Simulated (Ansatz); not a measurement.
## Al₃InAs₄ under compression: one row to predict

It was reached by relaxing an invented guess, and it needn't be the stable form of this composition.

Theory: DFT PBE, scalar-relativistic, plane waves, PAW (Ansatz). The final run on the 8-atom cell used 420 eV, a Γ-centred 8×4×4 mesh, 0.02 eV smearing and no spin polarisation.

```
Al In As
1.0
     4.12693    0.00000    0.00000
     0.00000    4.12969    5.83855
     0.00000   -4.12969    5.83855
Al In As
3 1 4
Cartesian
  0.0000 0.0000 0.0006
  2.0635 -2.0593 8.7563
  2.0635 2.0593 8.7563
  0.0000 0.0000 5.8467
  0.0000 2.1532 7.3615
  2.0635 0.0000 4.2457
  0.0000 -2.1532 7.3615
  2.0635 0.0000 10.2182
```

The cell was set to several volumes, with shape and atoms relaxed at each where symmetry leaves them free. Pressure is positive in compression, and energies count from the lowest row.

```tsv
row	V (Å³/atom)	P (GPa)	ΔE (meV/atom)	gap on mesh (eV)
1	21.891	10.46	87.0	1.02
2	22.638	7.18	46.1	1.10
3	23.384	?	?	?
4	24.130	2.02	4.6	1.16
5	24.876	0.00	0.0	0.97
6	25.623	-1.71	4.1	0.78
7	26.369	-3.16	15.5	0.61
8	27.364	-4.76	40.3	0.38
```

**Question.** Find B = −V·ΔP/ΔV from rows 4 and 6 and from rows 1 and 2, and from the two its slope B′ and its value B0 at zero pressure.

**Answer.** Rows 4 and 6 give −(24.130 + 25.623)/2 × (-1.71 − (2.02))/(25.623 − 24.130) = 62.1 GPa at a mean pressure of 0.16 GPa. Rows 1 and 2 give −(21.891 + 22.638)/2 × (7.18 − (10.46))/(22.638 − 21.891) = 97.8 GPa at a mean pressure of 8.82 GPa. So B′ = (97.8 − 62.1)/(8.82 − (0.16)) = 4.12 and B0 = 62.1 − 4.12 × (0.16) = 61.4 GPa. A third-order Birch–Murnaghan fit to all the energies gives B0 = 61.7 GPa and B′ = 4.4.

**Question.** Estimate the pressure and energy of row 3.

**Answer.** From row 5, V0 = 24.876 × (1 + (0.00)/61.4) = 24.876 Å³/atom. Murnaghan's form P = (B0/B′)·[(V0/V)^B′ − 1] gives (61.4/4.12) × [(24.876/23.384)^4.12 − 1] = 4.33 GPa; the computed pressure is 4.39 GPa, so the estimate is off by -0.06 GPa. The work of compression from row 4, with the mean of the two pressures, gives ΔE = 4.6 + (4.33 + 2.02)/2 × (24.130 − 23.384)/160.2 × 1000 = 19.4 meV/atom (1 eV/Å³ = 160.2 GPa); the computed value is 19.3 meV/atom.

**Question.** Fit the gap against pressure through the other rows and estimate it at the computed pressure of row 3.

**Answer.** Over the 7 rows the mean pressure is 1.4329 GPa and the mean gap is 0.860 eV. The sums of products of deviations are S_xx = 186.2 and S_xy = 7.214, so the slope is 7.214/186.2 = 0.03874 (r = 0.76, rms misfit 0.17 eV). At 4.39 GPa the line gives 0.860 + (0.03874) × (4.39 − 1.4329) = 0.97 eV. The computed value is 1.17 eV, so the line is off by -0.20 eV, less than the largest miss among the fitted rows (0.28 eV). The rows follow a line poorly: the gap bends, or the lowest transition changes along the series.

Kohn–Sham gaps at this level usually fall short of measured ones. All volumes keep the k mesh of the relaxed cell. A later test with randomly moved atoms came back to the same energy, though modes that don't fit the test's cell weren't probed.

The gap doesn't follow pressure in one direction: it widens from 0.38 eV in the most expanded cell to 1.17 eV at 4.39 GPa, then narrows to 1.02 eV at the highest compression. This suggests a change in the character of the conduction-band edge. In tetrahedral III-V semiconductors, the antibonding, cation-s-rich Γ state rises steeply as the bonds shorten, while the X-derived states sink slowly relative to the valence band. The crossover probably lies near the maximum, so a single linear pressure coefficient has little physical meaning here.

On this reading the edge is still Γ-like at zero pressure, whereas disordered AlInAs this rich in Al is known to have an X-like minimum. PBE probably places the s-like Γ state too low relative to X, though the cation ordering may also contribute. The turnover is therefore better supported than the pressure at which it occurs. The smooth compression curve describes this tetrahedral network only and doesn't rule out a transition to a denser, six-coordinated phase within the same pressure range.
